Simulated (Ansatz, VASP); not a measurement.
Given: the input of a run of VASP 6.6.1 on Te.

INCAR

```
SYSTEM = Te
ALGO     = Normal         ! electronic algorithm
EDIFF    = 1E-6           ! SCF threshold, eV
EDIFFG   = -0.01          ! ionic threshold
ENCUT    = 600            ! plane-wave cutoff, eV
GGA      = PS             ! functional
IBRION   = 2              ! ionic algorithm
ISIF     = 3              ! what is computed and relaxed
ISMEAR   = -1             ! smearing method
IVDW     = 13             ! dispersion correction
LASPH    = .TRUE.         ! aspherical terms in the spheres
LCHARG   = .FALSE.        ! write CHGCAR
LREAL    = .FALSE.        ! projectors in reciprocal space
LWAVE    = .FALSE.        ! write WAVECAR
NELM     = 80             ! most SCF steps
NSW      = 60             ! ionic steps
PREC     = Accurate       ! precision mode
SIGMA    = 0.05           ! smearing width, eV
```

File KPOINTS:

```
k-points
0
G
  9 9 9
  0 0 0
```

Contents of POSCAR:

```
Te
1.0
    2.3059043427      1.3313144930      1.6909537039
   -2.3059043427      1.3313144930      1.6909537039
    0.0000000000     -2.6626289860      1.6909537039
Te
1
Direct
    0.5000000000      0.5000000000      0.5000000000
```

Potentials or basis: VASP PAW PBE potentials, release 64 (Te).

The run is started by

```sh
$ cat potpaw_PBE.64/Te/POTCAR > POTCAR
$ mpirun -np 1 vasp_std > vasp.out
```

Q: Set up the same calculation for Ansatz 0.2.0. Potentials there: Ansatz PAW.

A: As run (the cutoff follows the program's own potentials):

input.yaml

```yaml
crystal:
  lattice:
    - [2.3059043427, 1.331314493, 1.6909537039]
    - [-2.3059043427, 1.331314493, 1.6909537039]
    - [0.0, -2.662628986, 1.6909537039]
  atoms:
    - { symbol: Te, position: [0.5, 0.5, 0.5] }
hamiltonian:
  xc: pbesol
  pseudopotentials: { kind: paw }
  dispersion: d4
kpoints:
  mp_grid: { grid: [9, 9, 9] }
scf:
  occupations: { method: fermi_dirac, width: 0.05 }
output:
  forces: true
  stress: true
  eigenvalues: true
relax:
  f_tol: 0.01
  max_steps: 40
  cell: { stress_tol: 0.05 }
```

Potentials or basis: Ansatz PAW.

Command:

```sh
$ ansatz run input.yaml --threads 2 --pin off --max-ram 5632MiB --backend cpu --events-out ev --progress --plain --runs-dir out
```

Both were run:

|  | VASP | Ansatz | Ansatz less VASP |
| --- | --- | --- | --- |
| gap on the k mesh at the Fermi level, each at its own relaxed structure (eV) | none | none | - |
| relaxed volume (Å³/atom) | 30.19 | 30.16 | -0.029 |
| relaxed cell length with the largest relative difference (Å) | 3.127 | 3.126 | -0.0013 |
| energy change over the relaxation (meV/atom) | -4 | -4 | -0.1 |

A gap of «none» marks a metal or a gap that the smearing closes. The two sets of potentials don't hold the same shells in valence.

Caveats: pairwise dispersion overbinds metals, which lowers pressure and volume; the PAW data sets were made with another functional, which shifts forces and pressure a little (VASP); the plane-wave basis is chosen anew once the cell has moved, so the energies of steps on either side of that aren't comparable (Ansatz); the PAW data sets come from PBE, with cores solved anew for the run's functional, which leaves a small shift of forces and pressure (Ansatz). Spin-orbit coupling is left out, which matters for the levels of Te.
